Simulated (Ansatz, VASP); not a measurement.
## One calculation of Se, two programs

File INCAR:

```
PREC = Accurate
ENCUT = 520
EDIFF = 1E-6
ISMEAR = -1
SIGMA = 0.08
LREAL = F
LASPH = T
NELM = 100
ALGO = Normal
ISIF = 2
LWAVE = F
LCHARG = F
GGA = PE
NBANDS = 9
```

The input KPOINTS:

```
Automatic mesh
0
Gamma
  17 17 17
```

File POSCAR:

```
Se
1.0
   -1.2987063916      1.2987063916      1.2987063916
    1.2987063916     -1.2987063916      1.2987063916
    1.2987063916      1.2987063916     -1.2987063916
Se
1
Direct
    0.0000000000      0.0000000000      0.0000000000
```

Input for Ansatz:

```yaml
crystal:
  lattice:
    - [-1.2987063916, 1.2987063916, 1.2987063916]
    - [1.2987063916, -1.2987063916, 1.2987063916]
    - [1.2987063916, 1.2987063916, -1.2987063916]
  atoms:
    - { symbol: Se, position: [0.0, 0.0, 0.0] }
kpoints:
  mp_grid: { grid: [17, 17, 17] }
scf:
  occupations: { method: fermi_dirac, width: 0.08 }
hamiltonian:
  xc: pbe
  pseudopotentials: { kind: all_electron, datasets: crystal }
output:
  forces: true
  stress: true
  eigenvalues: true
```

Change from the starting cell: volume scaled by 0.43, crystal datasets.

Alike in both runs: task single point; functional PBE; k mesh 17 × 17 × 17; occupations fermi-dirac, width 0.08 eV; no spin polarisation.

```csv
,VASP,Ansatz
version,VASP 6.6.1,Ansatz 0.2.0
potentials or method,"VASP PAW PBE potentials, release 64 (Se)","all-electron PAW with datasets made for the crystal, scalar-relativistic"
plane-wave cutoff (eV),520,see its input
```

```csv
,VASP,Ansatz,Ansatz less VASP
pressure (GPa),391.9,384.5,-7.44
```

Ansatz ran all-electron here, so the differences hold the error of VASP's frozen core and of both bases. Ansatz warned: «printed_levels_off».

Caveats: the cell as given lies far from equilibrium; so large a pressure means that the cell lies far from this level's equilibrium, or that cutoff or potentials fall short (VASP).
